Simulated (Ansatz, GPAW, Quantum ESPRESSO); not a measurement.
**Ba: programs and potentials compared**

```
Ba
1.0
    -2.50650    2.50650    2.50650
     2.50650   -2.50650    2.50650
     2.50650    2.50650   -2.50650
Ba
1
Direct
  0.00000 0.00000 0.00000
```

Alike in all runs: task band structure; functional PBE; k mesh 8 × 8 × 8; occupations fermi-dirac, width 0.05 eV; no spin polarisation; no spin-orbit coupling. Pressure is positive in compression and, in plane waves, holds the error of the finite cutoff.

```
                           program and potentials  plane-wave cutoff (eV)  notes  pressure (GPa)
   Ansatz, all-electron LAPW, scalar-relativistic                       -      -           -0.01
                   Quantum ESPRESSO, SG15 PBE 1.2                     599      -           -0.02
GPAW, PAW data sets generated for this functional                     600      -            0.04
```

The pressure spans -0.02 (Quantum ESPRESSO, SG15 PBE 1.2) to 0.04 GPa (GPAW, PAW data sets generated for this functional), with all-electron results at -0.01.

Differences between rows come from potentials, basis sets and numerical settings, since the functional is the same but for its coding. Runs on potential files found faulty are left out.
